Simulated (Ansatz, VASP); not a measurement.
# InSe: VASP beside Ansatz

The input INCAR:

```
SYSTEM = InSe
PREC     = Accurate       ! precision mode
ENCUT    = 520            ! plane-wave cutoff, eV
EDIFF    = 1E-7           ! SCF threshold, eV
ISMEAR   = -1             ! smearing method
SIGMA    = 0.05           ! smearing width, eV
LREAL    = .FALSE.        ! projectors in reciprocal space
LASPH    = .TRUE.         ! aspherical terms in the spheres
NELM     = 80             ! most SCF steps
ALGO     = Normal         ! electronic algorithm
ISIF     = 2              ! what is computed and relaxed
LWAVE    = .FALSE.        ! write WAVECAR
LCHARG   = .FALSE.        ! write CHGCAR
GGA      = PE             ! functional
NBANDS   = 16             ! bands
```

KPOINTS

```
regular mesh
0
G
  7 7 7
  0 0 0
```

POSCAR

```
InSe
1.0
    3.6560939460      0.0000000000      0.0000000000
    0.0000000000      3.6560939460      0.0000000000
    0.0000000000      0.0000000000      3.6560939460
In Se
1 1
Direct
    0.5000000000      0.5000000000      0.5000000000
    0.0000000000      0.0000000000      0.0000000000
```

input.yaml

```yaml
crystal:
  lattice:
    - [3.656093946, 0.0, 0.0]
    - [0.0, 3.656093946, 0.0]
    - [0.0, 0.0, 3.656093946]
  atoms:
    - { symbol: In, position: [0.5, 0.5, 0.5] }
    - { symbol: Se, position: [0.0, 0.0, 0.0] }
hamiltonian:
  xc: pbe
  pseudopotentials: { kind: paw }
kpoints:
  mp_grid: { grid: [7, 7, 7] }
scf:
  occupations: { method: fermi_dirac, width: 0.05 }
output:
  forces: true
  stress: true
  eigenvalues: true
  write_density: true
  write_potential: true
  elf: true
  volumetric_format: npy
```

The cell was built by a generator and needn't be a form met in nature.

Alike in both runs: task single point; functional PBE; k mesh 7 × 7 × 7; occupations fermi-dirac, width 0.05 eV; no spin polarisation.

|  | VASP | Ansatz |
| --- | --- | --- |
| version | VASP 6.6.1 | Ansatz 0.2.0 |
| potentials or method | VASP PAW PBE potentials, release 64 (In_d, Se) | Ansatz PAW |
| plane-wave cutoff (eV) | 520 | 420 |
| valence electrons in the cell | 19 | 29 |

```csv
,VASP,Ansatz,Ansatz less VASP
gap on the k mesh at the Fermi level (eV),none,none,-
pressure (GPa),-1.0,-1.0,-0.01
```

A gap of «none» marks a metal or a gap that the smearing closes. The two sets of potentials don't hold the same shells in valence.
